**Notebook page: the states above the d bands of AlNi₃**

The nickel d bands of AlNi₃ give out close to the Fermi level, the zero of energy here. At 3.25 eV the metal still has states, but Ni 3d supplies only about a fifth of them. How many states per eV are there between 4.45 and 5.65 eV, and can they be estimated from little more than the size of the cell?

AlNi₃ in the Cu₃Au structure (4-atom cell, a = 3.567 Å), computed with Ansatz 0.2.0: PBE, plane-wave PAW, scalar-relativistic, collinear spin, cutoff 420 eV, k mesh 12×12×12, Gaussian smearing of 0.1 eV. The density of states is from tetrahedra on an 18×18×18 k mesh, averaged over 0.2 eV bins, with energies from the Fermi level and Löwdin projections summed over sites.

```csv
energy (eV),density of states total (states/eV/cell),DOS Ni 3d up (states/eV/cell),DOS Ni 3d down (states/eV/cell),DOS Al 3p down (states/eV/cell),DOS Al 3p up (states/eV/cell),DOS Ni 4s up (states/eV/cell)
-7.95,0.50,0.01,0.01,0.0500,0.0500,0.1100
-7.55,0.65,0.01,0.01,0.0600,0.0600,0.1300
-7.15,0.64,0.02,0.02,0.0600,0.0600,0.1100
-6.75,0.59,0.03,0.03,0.0600,0.0600,0.0800
-6.35,0.74,0.05,0.05,0.1000,0.1000,0.1000
-5.95,0.91,0.1,0.09,0.1200,0.1200,0.1000
-5.55,0.75,0.08,0.1,0.1200,0.1200,0.1000
-5.15,0.93,0.12,0.1,0.1700,0.1700,0.1400
-4.75,1.60,0.32,0.24,0.2400,0.2500,0.2000
-4.35,1.94,0.58,0.39,0.2200,0.2200,0.1700
-3.95,2.05,0.66,0.56,0.2300,0.2000,0.1300
-3.55,2.45,1.04,0.86,0.1100,0.1000,0.1500
-3.15,8.63,4.54,2.57,0.2600,0.3700,0.3000
-2.75,6.27,3.61,1.9,0.2200,0.2800,0.0800
-2.35,7.18,2.59,3.69,0.3600,0.1900,0.0600
-1.95,6.47,2.87,3.15,0.0700,0.1000,0.0400
-1.55,5.07,2.17,2.51,0.0900,0.0600,0.0400
-1.15,12.34,7.47,4.44,0.0500,0.0500,0.1100
-0.75,11.42,3.87,6.99,0.0900,0.0500,0.0700
-0.35,7.46,3.3,3.33,0.0800,0.0500,0.1000
0.05,3.45,0.29,2.71,0.0500,0.0600,0.0400
0.45,0.81,0.2,0.25,0.0800,0.1100,0.0200
0.85,1.22,0.54,0.23,0.0900,0.2300,0.0700
1.25,2.09,0.42,0.72,0.3200,0.3100,0.0900
1.65,1.45,0.25,0.37,0.2600,0.2500,0.0700
2.05,1.19,0.17,0.24,0.2400,0.2300,0.0700
2.45,1.00,0.12,0.17,0.2100,0.2000,0.0600
2.85,0.84,0.09,0.12,0.1800,0.1800,0.0500
3.25,0.68,0.06,0.08,0.1500,0.1400,0.0300
3.65,0.69,0.07,0.07,0.1300,0.1200,0.0400
4.05,1.01,0.12,0.1,0.1100,0.1100,0.1900
4.45,?,?,?,?,?,?
4.85,?,?,?,?,?,?
5.25,?,?,?,?,?,?
5.65,?,?,?,?,?,?
```

In the Cu₃Au structure, each atom has twelve near neighbours. The table lists only every other bin, so a maximum may really lie between two rows. Al 3s and Ni 4s down are not listed, and shells that are empty in the free atom, such as Ni 4p, were not projected at all, so the columns need not add up to the total.

The tall part of the density of states is a matter of crowding. A 3d orbital is compact and overlaps little with its neighbours, so its band stays narrow. Three nickel atoms bring 30 d states, counting both spins, and these share roughly 4 eV, which makes 7 or 8 states per eV. The totals between −3.15 and −0.35 eV scatter around that level, and at −1.15 eV Ni 3d makes up 97 % of the total.

The Fermi level sits on the steep upper edge of this crowd. In the row at 0.05 eV, an average over a narrow bin, Ni 3d down is about nine times Ni 3d up: the two spins are shifted against each other, and the crowd of up states has all but ended there, while that of the down states has not. PBE probably exaggerates this shift in so weak a magnet. It matters at the edge, but hardly at 3.65 eV, where the two Ni 3d columns are equal.

Just above the edge the total is low, and then it recovers to a small maximum at 1.25 eV. There Al 3p of both spins holds 30 % of the total, against less than 1 % at −1.15 eV. This fits the usual picture of hybridisation: aluminium p and nickel d orbitals combine into bonding states low in the band and antibonding states above it. Beyond the antibonding states, mainly broad s and p bands should remain.

As a first approximation, electrons in such bands can be treated as free, and the states of free electrons are easy to count. In a cell of volume V the number of states per eV, for both spins, is

g(E) = V/(2π²) · (2m/ħ²)^(3/2) · √(E − E₀),

where m is the electron mass and E₀ the bottom of the band. I take six s and p electrons a cell, three from aluminium and roughly one from each nickel. Filling the free-electron band with them puts E₀ 9.46 eV below the Fermi level.

For the row at 4.45 eV, the energy above the bottom is 4.45 + 9.46 = 13.91 eV, and its root is 3.73. The factor in front of the root is 0.309 for this cell, so g = 0.309 × 3.73 = 1.15 states/eV/cell. So far above the bottom the root is nearly flat, and the rough electron count does little harm: five electrons instead of six lower the estimate at 5.65 eV by only 0.04. For a similar metal, the cell volume would be the first thing to change.

No constant was adjusted to the density of states, and the known rows show how rough the model is. Below −5 eV the computed total is on average 37 % above the model. Mixing with the d states may add to this near −5 eV, but in the lowest rows Ni 3d holds only a few percent of the total, so the cause there stays open. Near 3.5 eV the computed total is well below the model. At 4.05 eV the total turns up again, and Ni 4s up supplies nearly half of the rise. The unlisted Ni 4s down adds clearly less: the density of all down states together grows by only about 0.11 states/eV/cell from 3.65 to 4.05 eV, and other shells share in that. My guess is that a further band starts there, above a gap that the crystal lattice opens in some directions.

I therefore expect neither a return to the falling tail nor a peak of d size. The error bar on the total is a little wider than the model's largest miss in the known rows from 2.05 eV up. The orbital forecasts simply repeat the row at 4.05 eV. All are in states/eV/cell.

| Quantity | 4.45 eV | 4.85 eV | 5.25 eV | 5.65 eV | Error bar |
|---|---|---|---|---|---|
| Total | 1.15 | 1.17 | 1.19 | 1.20 | ±0.5 |
| Ni 3d, both spins | 0.22 | 0.22 | 0.22 | 0.22 | ±0.15 |
| Al 3p up | 0.11 | 0.11 | 0.11 | 0.11 | ±0.06 |
| Ni 4s up | 0.19 | 0.19 | 0.19 | 0.19 | ±0.12 |

The withheld rows as computed:

```csv
energy (eV),density of states total (states/eV/cell),DOS Ni 3d up (states/eV/cell),DOS Ni 3d down (states/eV/cell),DOS Al 3p down (states/eV/cell),DOS Al 3p up (states/eV/cell),DOS Ni 4s up (states/eV/cell)
4.45,1.33,0.11,0.14,0.1100,0.1200,0.2500
4.85,1.42,0.09,0.12,0.1700,0.1600,0.2200
5.25,1.26,0.07,0.09,0.1600,0.1500,0.1800
5.65,1.14,0.06,0.07,0.1300,0.1300,0.1500
```

All the numerical forecasts hold within their bars. No peak of d size appears. The total does fall again after 4.85 eV, though, so the expectation of no falling tail is met only in part: the values stay above those at 3.25 and 3.65 eV. The largest miss of the total is at 4.85 eV, where the computed value is 0.25 above the forecast. The test is a mild one, since the total at 4.05 eV, simply repeated, would also have stayed within ±0.5. Its typical (rms) miss is 0.30, however, against 0.16 for the free-electron count; the output below has the details.

What the model misses is the shape. Its total creeps upward, while the computed one passes through a low hump and ends slightly below the forecast. Over the same four rows Ni 4s up falls from 0.25 to 0.15 and Ni 3d fades as well, while Al 3p is highest at 4.85 eV, just where the total peaks. States bunched above a gap would give such a hump, which agrees with the guess of a new band, but the bands along different directions would have to confirm it. In these four rows the free-electron count gives the rough level; the departures from it probably come from the lattice, which moves states up and down in energy.

Output of the analysis:

```
Ni 3d share of the total at -1.15 eV, percent: 96.52
Ni 3d share of the total at 3.25 eV, percent: 20.59
Ni 3d down over up at 0.05 eV, ratio: 9.345
Al 3p share of the total at -1.15 eV, percent: 0.8104
Al 3p share of the total at 1.25 eV, percent: 30.14
rise of the total from 3.65 to 4.05 eV, states/eV/cell: 0.32
rise of Ni 4s up from 3.65 to 4.05 eV, states/eV/cell: 0.15
free-electron prefactor, states/eV/cell per root eV: 0.3092
free-electron band bottom below the Fermi level, eV: 9.463
mean ratio of computed total to model, rows below -5 eV: 1.37
mean ratio of computed total to model, known rows from 2.05 eV up: 0.8279
largest miss of the model in known rows from 2.05 eV up, states/eV/cell: 0.4296
change of the forecast at 5.65 eV with five sp electrons, states/eV/cell: -0.04387
forecast of the total in the withheld rows (each +-0.5), states/eV/cell: 1.153, 1.17, 1.186, 1.202
computed total in the withheld rows, states/eV/cell: 1.33, 1.42, 1.26, 1.14
forecast less computed total, states/eV/cell: -0.1768, -0.2503, -0.0741, 0.06191
rms miss of the model in the withheld rows, states/eV/cell: 0.1607
rms miss of repeating the 4.05 eV total, states/eV/cell: 0.2958
Ni 3d both spins, forecast (+-0.15) less computed, states/eV/cell: -0.03, 0.01, 0.06, 0.09
Al 3p up, forecast (+-0.06) less computed, states/eV/cell: -0.01, -0.05, -0.04, -0.02
Ni 4s up, forecast (+-0.12) less computed, states/eV/cell: -0.06, -0.03, 0.01, 0.04
```
